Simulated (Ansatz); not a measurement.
Si, lonsdaleite was relaxed with 5 functionals in Ansatz, cell and atoms free, the symmetry of the start kept (meshes: PBE 12×12×4, r2SCAN 12×12×4, PBEsol 12×12×4, LDA 12×12×4, HSE06 6×6×4). Spin-unpolarised throughout; all numbers are computed.

The PBEsol result:
Space group P6_3/mmc (No. 194). a = 3.825 Å, b = 3.825 Å, c = 6.323 Å, α = 90.00°, β = 90.00°, γ = 120.00°
```
atom  site  symmetry       x       y       z
  Si    4f       3m.  0.3333  0.6667  0.5630
```

It is hexagonal, P6_3/mmc (No. 194); a = 3.825 Å, c = 6.323 Å in the conventional setting, 20.03 Å³ an atom. Around Si lie 4 Si at 2.35–2.37 Å.

(1) What lattice does r2SCAN give?

(2) What lattice does LDA give?

(3) Held at the r2SCAN cell, what mean stress do LDA and PBE find, and does its sign point to their own minimum?

Answers

(1) a = 3.832 Å, c = 6.341 Å; the volume differs by +0.7 % from PBEsol's. Si is surrounded by 4 Si at 2.35–2.37 Å.

(2) a = 3.802 Å, c = 6.288 Å; the volume differs by -1.8 % from PBEsol's. Si is surrounded by 4 Si at 2.33–2.35 Å.

(3) Yes. LDA -2.20 GPa, and its relaxed volume is -2.4 % from r2SCAN's; PBE +1.26 GPa, and its relaxed volume is +1.4 % from r2SCAN's. Compression counts positive, so a positive stress asks for a larger cell.
